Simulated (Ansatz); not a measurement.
# Al: the cost of one run

Method: DFT PBE, scalar-relativistic, plane waves, PAW, in Ansatz 0.2.0.

1 further run of the same task is left out (set aside as unsound or not needed).

## (1) The system as given

Symmetry: P6_3/mmc, No. 194, hexagonal system. Conventional cell: a = 2.869 Å, b = 2.869 Å, c = 4.667 Å, α = 90.00°, β = 90.00°, γ = 120.00°. Al (site symmetry -6m2) has 12 Al at 2.86 to 2.87 Å as nearest neighbours.

As a file:

```
Al
1.0
     2.86942    0.00000    0.00000
    -1.43471    2.48499    0.00000
     0.00000    0.00000    4.66747
Al
2
Direct
  0.00000 0.00000 0.00000
  0.33333 0.66667 0.50000
```

This is a trial structure built by rule; it need not be a known or stable form of this composition.

It is the result of an earlier relaxation at this level (volume 16.64 Å³/atom; gap on the mesh: none (metal)).

## (2) The stacking ABCBACBC (kkhkkkhk)

Close-packed layers are stacked in the order given (one atom a layer) and fully relaxed; h and k in a name mark layers with hexagonal and cubic surroundings. Energies count from the base stacking, -537.4679 eV an atom.

The cell holds 8 Al: a = 2.869 Å, b = 2.869 Å, c = 18.670 Å, α = 90.00°, β = 90.00°, γ = 120.00°.

## (3) The relaxation run

Contents of input.yaml:

```yaml
crystal:
  lattice:
    - [2.8694187012, 0.0, 0.0]
    - [-1.4347093506, 2.4849894893, 0.0]
    - [0.0, 0.0, 18.6698620065]
  atoms:
    - { symbol: Al, position: [0.0, 0.0, 0.0] }
    - { symbol: Al, position: [0.3333333333, 0.6666666667, 0.125] }
    - { symbol: Al, position: [0.6666666667, 0.3333333333, 0.25] }
    - { symbol: Al, position: [0.3333333333, 0.6666666667, 0.375] }
    - { symbol: Al, position: [0.0, 0.0, 0.5] }
    - { symbol: Al, position: [0.6666666667, 0.3333333333, 0.625] }
    - { symbol: Al, position: [0.3333333333, 0.6666666667, 0.75] }
    - { symbol: Al, position: [0.6666666667, 0.3333333333, 0.875] }
basis:
  ecutwfc: 420
kpoints:
  mp_grid: { grid: [18, 18, 3] }
hamiltonian:
  xc: pbe
scf:
  occupations: { method: gaussian, width: 0.1 }
output:
  forces: true
  stress: true
  eigenvalues: true
  populations: true
relax:
  adjacent_minimum: "off"
  f_tol: 0.01
  max_steps: 45
  cell: { stress_tol: 0.05 }
```

On the command line:

```
$ ansatz run input.yaml --threads 1 --pin off --max-ram 2560MiB --backend cpu --events-out ev --progress --plain --runs-dir out
```

What time and memory should one allow on 1 thread of Intel Xeon at 2.50GHz (Skylake/Cascade Lake), shared host?

About 2.2 min, with a peak of 0.49 GiB.
